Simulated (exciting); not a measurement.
Input of an exciting (release sodium) run:

File input.xml:

```xml
<input>
  <title>SnSe</title>
  <structure speciespath="./" tshift="false">
    <crystal scale="1">
      <basevect>8.044153701812 0.000000000000 0.000000000000</basevect>
      <basevect>4.022076850906 6.966441457691 0.000000000000</basevect>
      <basevect>4.022076850906 2.322147152564 6.568023994021</basevect>
    </crystal>
    <species speciesfile="Sn.xml" rmt="2.3">
      <atom coord="0.000000000000 0.000000000000 0.000000000000"/>
    </species>
    <species speciesfile="Se.xml" rmt="2">
      <atom coord="0.500000000000 0.500000000000 0.500000000000"/>
    </species>
  </structure>
  <groundstate do="fromscratch" ngridk="8 8 8" rgkmax="9" gmaxvr="14" lmaxapw="10" lmaxmat="10" lmaxvr="8" xctype="GGA_PBE_SOL" stype="Gaussian" swidth="0.00367493" nempty="10" ValenceRelativity="iora*" epsengy="1e-05" epspot="1e-05" maxscl="60" tforce="true" outputlevel="normal"/>
</input>
```

Potentials or basis: all-electron LAPW+lo, shipped species files, valence relativity iora*.

Run with:

```sh
$ OMP_NUM_THREADS=1 exciting_smp
```

(1) What does it give for the band gap on the k mesh?

Answers

(1) 0.65 eV, direct.

Caveat: spin-orbit coupling is left out, which moves the levels of the heavy elements.
